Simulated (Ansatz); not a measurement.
Te under changes of volume

One of the cells (31.146 Å³/atom); the others are scaled copies at fixed shape and fractional positions:

```
Te
1.0
     2.30590    1.33131    1.69095
    -2.30590    1.33131    1.69095
     0.00000   -2.66263    1.69095
Te
1
Cartesian
  0.0000 0.0000 2.5364
```

This isn't the form of Te at room conditions, which is trigonal, of chains.

```yaml
Program: Ansatz 0.2.0
Functional: LDA
Potentials_or_basis: Ansatz PAW
Cutoff: "420 eV (not typed: the program's choice for these potentials)"
k_mesh: 9 × 9 × 9
Occupations: fermi-dirac, width 0.05 eV
Spin: no spin polarisation
```

```csv
volume (Å³/atom),energy over the lowest point (meV/atom),pressure (GPa)
29.277,?,?
29.900,2.78,1.4
30.523,0.00,0.1
31.146,2.03,-1.1
31.769,8.38,-2.1
32.392,18.59,-3.1
33.015,32.23,-3.9
```

Q: What does the run at 29.277 Å³/atom give?

A: Energy over the lowest point 10.93 meV/atom; pressure 2.8 GPa.

Worked out: A Birch-Murnaghan fit of order 3 (a polynomial in V^(-2/3)) to the other rows has its minimum at 30.56 Å³/atom with B0 = V·E''(V) = 60 GPa and B' = 4.5 at fixed shape and positions, which overstates the stiffness. It gives 10.97 meV/atom at 29.277 Å³/atom, against the run's 10.93, and -dE/dV = 2.9 GPa, against 2.8.

Energies are extrapolated to zero smearing.

Caveats: the PAW data sets come from PBE, with cores solved anew for the run's functional, which leaves a small shift of forces and pressure.
